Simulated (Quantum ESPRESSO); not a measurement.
BeTe:

```
CELL_PARAMETERS angstrom
0.00000 2.77000 2.77000
2.77000 0.00000 2.77000
2.77000 2.77000 0.00000
ATOMIC_POSITIONS crystal
Te 0.75000 0.75000 0.75000
Be 0.00000 0.00000 0.00000
```

Base run:

```yaml
Program: Quantum ESPRESSO 7.5
Functional: AM05
Potentials_or_basis: PseudoDojo 0.4.1 SR PBE standard
Cutoff: 1197 eV
Density_cutoff: 4789 eV
k_mesh: 6 × 6 × 6, shifted
Occupations: fermi-dirac, width 0.05 eV
Spin: no spin polarisation
```

Its results: pressure 2.9 GPa; electronic dielectric tensor (diagonal) 7.48.

Problem. The run is repeated on the same cell with these changes: functional from AM05 to BLYP. What comes out?

Solution. Pressure 7.2 GPa; electronic dielectric tensor (diagonal) 7.15.

BLYP binds less tightly than AM05, so the same cell stands under more pressure.

Caveats: the potentials were made for another functional, which shifts forces and pressure; the cell is more than 3 GPa from zero pressure, which shifts response properties (some runs).
